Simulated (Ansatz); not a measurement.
**Cs: a tetragonal deformation path**

The task here is to estimate one member of a computed series from the others.

Program: Ansatz 0.2.0. Level of theory: DFT PBE, scalar-relativistic, plane waves, PAW. These are calculated values, not measurements.

**Starting point**

It takes space group Im-3m (No. 229, cubic). The conventional cell has a = 6.045 Å, b = 6.045 Å, c = 6.045 Å, α = 90.00°, β = 90.00°, γ = 90.00°.

Coordinates:

```
Cs
1.0
    -3.02250    3.02250    3.02250
     3.02250   -3.02250    3.02250
     3.02250    3.02250   -3.02250
Cs
1
Direct
  0.00000 0.00000 0.00000
```

The cell is taken as given, not relaxed at this level.

**Zero of energy**

Reference values: F = -5670.7682 eV; pressure 0.12 GPa; largest force 0.000 eV/Å; gap on the mesh none (metal). It was computed beforehand with the settings of the runs below.

The first run:

At fixed volume and fractional coordinates, lengths along (0.000, 0.000, 1.000) are scaled against those across it; ρ is that ratio over its starting value.

Contents of input.yaml:

```yaml
crystal:
  lattice:
    - [-3.3928123341, 3.3928123341, 2.3987183202]
    - [3.3928123341, -3.3928123341, 2.3987183202]
    - [3.3928123341, 3.3928123341, -2.3987183202]
  atoms:
    - { symbol: Cs, position: [0.0, 0.0, 0.0] }
basis:
  ecutwfc: 420
kpoints:
  mp_grid: { grid: [12, 12, 12] }
hamiltonian:
  xc: pbe
scf:
  occupations: { method: gaussian, width: 0.15 }
output:
  forces: true
  stress: true
  eigenvalues: true
```

On the command line:

```sh
$ ansatz run input.yaml --threads 1 --pin off --max-ram 2560MiB --backend cpu --events-out ev --progress --plain --runs-dir out
```

Steps of the session up to this table: Point ρ = 0.707; At ρ = 1.414; ρ = 0.850; ρ = 1.200; Point ρ = 0.780; Point ρ = 1.300; Point ρ = 0.920; Point ρ = 1.100; At ρ = 0.650; Point ρ = 1.500; ρ = 0.960; Point ρ = 1.050.

One table of the session follows, with a row left open; its other results are not shown here.

It belongs to the step «The scan collected». 

```
    ρ  ΔE (meV/atom)  pressure (GPa)
0.650           74.2             0.3
0.707              ?               ?
0.780           15.1             0.2
0.850            4.7             0.1
0.920            0.8             0.1
0.960            0.1             0.1
1.000            0.0             0.1
1.050            0.1             0.1
1.100            0.3             0.1
1.200            0.3             0.1
1.300           -0.3             0.1
1.414           -0.8             0.1
1.500           -0.3             0.1
```

Q: Estimate the row for ρ = 0.707 from the others.

Worked estimate for «ΔE (meV/atom)». A straight line through the neighbours (0.650, 74.2) and (0.780, 15.1) gives 74.2 + (15.1 − 74.2) × (0.707 − 0.650) / (0.780 − 0.650) = 48.3; a parabola fitted to 3 rows on both sides gives 41.9.

As computed: ΔE (meV/atom): 38.7; pressure (GPa): 0.2. In «ΔE (meV/atom)» the line misses by +9.6 and the parabola by +3.2.
